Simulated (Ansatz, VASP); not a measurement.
Ga in VASP and in Ansatz

```
CELL_PARAMETERS angstrom
2.26150 -3.83050 0.00000
2.26150 3.83050 0.00000
0.00000 0.00000 4.52400
ATOMIC_POSITIONS crystal
Ga 0.84510 0.15490 0.08100
Ga 0.65490 0.34510 0.58100
Ga 0.15490 0.84510 0.91900
Ga 0.34510 0.65490 0.41900
```

Alike in both runs: task single point; functional PBE; k mesh 6 × 6 × 4; occupations gaussian, width 0.1 eV; no spin polarisation.

|  | VASP | Ansatz |
| --- | --- | --- |
| version | VASP 6.6.1 | Ansatz 0.2.0 |
| potentials or method | VASP PAW PBE potentials, release 64 (Ga_d) | scalar-relativistic, plane waves, PAW |
| plane-wave cutoff (eV) | 520 | 420 |
| valence electrons in the cell | 52 | 52 |

|  | VASP | Ansatz | Ansatz less VASP |
| --- | --- | --- | --- |
| gap on the k mesh at the Fermi level (eV) | none | none | - |
| pressure (GPa) | 2.1 | 1.9 | -0.13 |
| largest component of the traceless stress (GPa) | 0.54 | 0.53 | -0.010 |
| rms of the force components (eV/Å) | 0.076 | 0.077 | +0.0013 |

Atom by atom the forces differ by 0.001 eV/Å (rms over components). A gap of «none» marks a metal or a gap that the smearing closes.
